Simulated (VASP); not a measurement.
# Settings for PbS: relaxation of the atoms

PbS, P1 (no. 1), 8 atoms in the cell. PBE, relaxation of the atoms; PAW potentials Pb_d, S (PBE set). VASP 6.6.1.

Wanted: energy within 1 meV/atom; two shortest distances of each atom within 0.01 Å.

POSCAR:
```
PbS
1.0
    2.0799526900     -5.9912968600      0.0000000000
    4.1599053900     11.9825937300      0.0000000000
    0.0000000000      0.0000000000      4.2793209400
Pb S
4 4
Direct
    0.1389050000      0.4412900000      0.2514470000
    0.1109610000      0.9278030000      0.2533240000
    0.8644700000      0.0638090000      0.7520000000
    0.8815070000      0.5691320000      0.7549490000
    0.3508100000      0.3173170000      0.2382920000
    0.3718770000      0.8290220000      0.2413630000
    0.6410040000      0.1714630000      0.7462290000
    0.6404670000      0.6801640000      0.7623960000
```

The series start from Force threshold EDIFFG (eV/Å): -0.02; Electronic threshold EDIFF (eV): 1e-6; Relaxation method: conjugate gradient, POTIM 0.5; Mixing and least electronic steps: default. Each series keeps the choices made before it, and each single choice may use up half of a tolerance.

## Force threshold EDIFFG (eV/Å)

| Force threshold EDIFFG (eV/Å) | Energy less reference (meV/atom) | Two shortest distances of each atom, largest deviation (Å) | Time (s) |
|---|---|---|---|
| -0.1 | 0.5 | 0.026 | 25 |
| -0.05 | 0.1 | 0.018 | 36 |
| -0.03 | 0.0 | 0.010 | 38 |
| -0.02 | 0.0 | 0.010 | 32 |
| -0.01 | 0.0 | 0.006 | 48 |
| -0.005 | 0.0 | 0.002 | 70 |
| -0.002 (reference) | 0.0 | 0.000 | 117 |

Chosen: -0.005, the loosest value from which every tighter one stays within half of the tolerance.

## Electronic threshold EDIFF (eV)

| Electronic threshold EDIFF (eV) | Energy less reference (meV/atom) | Two shortest distances of each atom, largest deviation (Å) | Time (s) |
|---|---|---|---|
| 0.001 | 0.0 | 0.010 | 100 |
| 0.0001 | 0.0 | 0.007 | 68 |
| 1e-5 | 0.0 | 0.006 | 49 |
| 1e-6 | 0.0 | 0.001 | 70 |
| 1e-7 (reference) | 0.0 | 0.000 | 80 |

Chosen: 1e-6.

## Relaxation method

| Relaxation method | Energy less reference (meV/atom) | Two shortest distances of each atom, largest deviation (Å) | Time (s) |
|---|---|---|---|
| conjugate gradient, POTIM 0.5 | 0.0 | 0.000 | 70 |
| conjugate gradient, POTIM 0.2 | 0.0 | 0.001 | 77 |
| conjugate gradient, POTIM 1.0 | 0.0 | 0.000 | 60 |
| quasi-Newton, POTIM 0.5 | 0.0 | 0.003 | 58 |
| quasi-Newton, POTIM 0.3, 10 steps kept | 0.0 | 0.005 | 78 |
| quasi-Newton, POTIM 0.5, at least 5 electronic steps | 0.0 | 0.004 | 49 |
| damped dynamics, POTIM 0.2, SMASS 0.4 | 0.0 | 0.002 | 76 |
| damped dynamics, POTIM 0.4, SMASS 0.8 | 0.0 | 0.005 | 46 |
| velocity quench, POTIM 0.1 | 0.0 | 0.003 | 44 |

Chosen: velocity quench, POTIM 0.1, the fastest of those that stay within half of the tolerance.

## Mixing and least electronic steps

| Mixing and least electronic steps | Energy less reference (meV/atom) | Two shortest distances of each atom, largest deviation (Å) | Time (s) |
|---|---|---|---|
| default | 0.0 | 0.000 | 44 |
| MAXMIX 40 | 0.0 | 0.000 | 40 |
| NELMIN 4 | 0.0 | 0.000 | 42 |
| NELMIN 4, MAXMIX 40 | 0.0 | 0.000 | 38 |
| ALGO Fast | 0.0 | 0.001 | 51 |

Chosen: MAXMIX 40; it saves 4.8 s of 44, so default would do nearly as well.

## All choices together

| Input | Energy less reference (meV/atom) | Two shortest distances of each atom, largest deviation (Å) | Time (s) |
|---|---|---|---|
| program defaults (naive) | 0.1 | 0.015 | 21 |
| chosen settings | 0.0 | 0.006 | 40 |
| reference settings throughout | 0.0 | 0.000 | 86 |

The tolerance is met.

## The input

INCAR:
```
SYSTEM = PbS
PREC     = Normal         ! precision mode
ENCUT    = 300            ! plane-wave cutoff, eV
EDIFF    = 1E-6           ! SCF threshold, eV
ISMEAR   = 0              ! smearing method
SIGMA    = 0.05           ! smearing width, eV
LREAL    = .False.        ! projectors in reciprocal space
LASPH    = .True.         ! aspherical terms in the spheres
NELM     = 100            ! most SCF steps
ALGO     = Normal         ! electronic algorithm
LWAVE    = .False.        ! write WAVECAR
LCHARG   = .False.        ! write CHGCAR
IBRION   = 3              ! ionic algorithm
NSW      = 150            ! ionic steps
ISIF     = 2              ! what is computed and relaxed
EDIFFG   = -0.005         ! ionic threshold
POTIM    = 0.1            ! step
KPAR     = 8            
MAXMIX   = 40            
```

KPOINTS:
```
k-points
0
Gamma
  4 2 4
```

Commands:
```
cat potpaw_PBE.64/Pb_d/POTCAR potpaw_PBE.64/S/POTCAR > POTCAR
mpirun -np 8 vasp_std > vasp.out
```

Limits: the start was distorted on purpose (atoms moved at random), so the space group given is the start's and not the crystal's.

The chosen input took VASP 6.6.1 40 s on 8 cores (Intel Xeon 6975P-C (Granite Rapids)), a shared host.

## An input that fails: ionic step far too long

VASP's message: internal error in: us.F  at line: 1398 internal ERROR SETYLM_AUG: 0 -41 67 11 -1 2 -42 If you are not a developer, you should not encounter this problem. Please submit a bug report.

Changes against the starting input:
```
- NELM = 100
- IBRION = 2
- NSW = 150
- POTIM = 0.5
+ NELM = 60
+ IBRION = 3
+ NSW = 30
+ POTIM = 5.0
+ SMASS = 0.4
```
